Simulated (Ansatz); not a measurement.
Runs of Ansatz 0.2.0 on PbS. The structure is hexagonal, space group P-6m2 (No. 187). Conventional cell: a = 4.090 Å, b = 4.090 Å, c = 3.788 Å, α = 90.00°, β = 90.00°, γ = 120.00°. Pb (site symmetry -6m2) has 6 S at 3.03 Å as nearest neighbours. Around S (site symmetry -6m2) lie 6 Pb at 3.03 Å. Measurements of this composition are mostly on another form, of space group No. 225.

```csv
screening (1/Å),gap on the mesh (eV),pressure (GPa)
0.6,(b),-0.6
0.1,0.90,-1.2
0.2,0.65,-1.1
0.4,(a),-0.9
0.15,0.76,-1.1
```

Alike in all rows: task single point; level HSE06 form with a typed share of exact exchange; potentials or basis Ansatz PAW; no spin polarisation; cell as given; k mesh 4 × 4 × 4; cutoff (eV) 420; smearing fermi-dirac 0.05 eV; the mesh is coarse, so values aren't converged.

Question: Estimate the missing entries.

Answer: (a) 0.43; (b) 0.34.

Caveats: all runs use coarse meshes; spin-orbit coupling is left out, which as a rule narrows the gap of such compounds by several tenths of an eV; the PAW data sets come from PBE, with cores solved anew for the run's functional, which leaves a small shift of forces and pressure; the thresholds are loose for stress.

A k mesh can miss the band edges, and the runs leave out spin-orbit coupling on Pb.

Runs at the PBE level aren't shown here.
